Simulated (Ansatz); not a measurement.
# Mo: the cost of one run

Computed with Ansatz 0.2.0 (DFT PBE, scalar-relativistic, plane waves, PAW, unless a step's input says otherwise).

1 further run of the same task is left out (it didn't finish).

## 1. Starting point

It takes space group Im-3m (No. 229, cubic). The conventional cell has a = 3.168 Å, b = 3.168 Å, c = 3.168 Å, α = 90.00°, β = 90.00°, γ = 90.00°. Mo (site symmetry m-3m) is surrounded by 8 Mo at 2.74 Å.

As a file:

```cif
data_structure
_symmetry_space_group_name_H-M 'Im-3m'
_symmetry_Int_Tables_number 229
_cell_length_a 3.1676
_cell_length_b 3.1676
_cell_length_c 3.1676
_cell_angle_alpha 90.000
_cell_angle_beta 90.000
_cell_angle_gamma 90.000
_cell_volume 31.78
loop_
_atom_site_label
_atom_site_type_symbol
_atom_site_symmetry_multiplicity
_atom_site_Wyckoff_symbol
_atom_site_fract_x
_atom_site_fract_y
_atom_site_fract_z
_atom_site_occupancy
Mo1 Mo 2 a 0.00000 0.00000 0.00000 1
```

Source of the structure: the Materials Project (structure only).

(A quick probe on a coarse mesh, which set the mesh and smearing, is not shown.)

## 3. Relaxing cell and atoms

Input file input.yaml:

```yaml
crystal:
  lattice:
    - [-1.58380897, 1.58380897, 1.58380897]
    - [1.58380897, -1.58380897, 1.58380897]
    - [1.58380897, 1.58380897, -1.58380897]
  atoms:
    - { symbol: Mo, position: [0.0, 0.0, 0.0] }
basis:
  ecutwfc: 420
kpoints:
  mp_grid: { grid: [18, 18, 18] }
hamiltonian:
  xc: pbe
scf:
  occupations: { method: gaussian, width: 0.1 }
output:
  forces: true
  stress: true
  eigenvalues: true
relax:
  adjacent_minimum: "off"
  f_tol: 0.005
  max_steps: 80
  cell: { stress_tol: 0.05 }
```

Command:

```
> ansatz run input.yaml --threads 4 --pin off --max-ram 8192MiB --backend cpu --events-out ev --progress --plain --runs-dir out
```

What time and memory should one allow on 4 threads of AMD EPYC 7R43 (Zen 3), shared host?

About 2.8 s, with a peak of 0.37 GiB.
